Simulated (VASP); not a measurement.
## Ti: single point with PBE

The system is Ti.

```
Ti
1.0
    -1.62775    1.62775    1.62775
     1.62775   -1.62775    1.62775
     1.62775    1.62775   -1.62775
Ti
1
Direct
  0.00000 0.00000 0.00000
```

This isn't the form of Ti at room conditions, which is hcp.

```
Program             : VASP 6.6.1
Task                : single point
Functional          : PBE
Potentials or basis : VASP PAW PBE potentials, release 64 (Ti_sv)
Cutoff              : 520 eV
k mesh              : 18 × 18 × 18
Occupations         : gaussian, width 0.1 eV
Spin                : no spin polarisation
```

The pressure is -0.2 GPa and the band gap on the k mesh is none (metal or under the smearing width).

Levels at points of the mesh, in eV from the Fermi level:
| k point | band 2 | band 3 | band 4 | band 5 | band 6 | band 7 | band 8 | band 9 | band 10 | band 11 |
| --- | --- | --- | --- | --- | --- | --- | --- | --- | --- | --- |
| (0.00, 0.00, 0.00) | -32.37 | -32.37 | -32.37 | -5.97 | 0.99 | 0.99 | 0.99 | 2.76 | 2.76 | 17.46 |
| (0.50, 0.00, 0.00) | -33.06 | -32.59 | -32.37 | -2.47 | -0.40 | 1.16 | 2.75 | 3.11 | 4.30 | 8.84 |
| (0.50, 0.50, 0.50) | -32.84 | -32.84 | -32.84 | -2.13 | -2.13 | 3.95 | 3.95 | 3.95 | 8.43 | 8.43 |

Wall time 18 s on 1 thread of AMD EPYC 9R45 96-Core Processor (Zen 5), on a shared host, peak memory 0.14 GiB.
